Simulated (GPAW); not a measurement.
TePt:

```
CELL_PARAMETERS angstrom
4.26288 0.00000 0.00000
-2.13144 3.69176 0.00000
0.00000 0.00000 5.66177
ATOMIC_POSITIONS crystal
Pt 0.00000 0.00000 0.00000
Pt 0.00000 0.00000 0.50000
Te 0.33333 0.66667 0.25000
Te 0.66667 0.33333 0.75000
```

Measurements of this composition are mostly on another form, of space group No. 166.

Program: GPAW 26.7.0. Alike in all runs: task band structure; no spin polarisation; cell as given; cutoff (eV) 600; smearing fermi-dirac 0.05 eV.

Q: Order these runs on this cell by their pressure, lowest first.
A. level r2SCAN; potentials or basis GPAW PAW data sets (gpaw-data 1.2.1), pw; k mesh 6 × 6 × 4
B. level PBEsol+U; potentials or basis PAW data sets generated in the run's folder for this functional, pw; U Pt d U = 8 eV; k mesh 5 × 5 × 4
C. level PBEsol+U; potentials or basis PAW data sets generated in the run's folder for this functional, pw; U Pt d U = 3 eV; k mesh 5 × 5 × 4

A: B (-8.6 GPa), C (-7.0 GPa), A (-2.3 GPa).

Caveats: U without spin polarisation on a metal has little footing (some runs); the U is typed as a test and isn't derived for this compound (some runs); the PAW data sets were made with another functional, which shifts forces and pressure a little (some runs).

Not every run made on this cell is shown here.
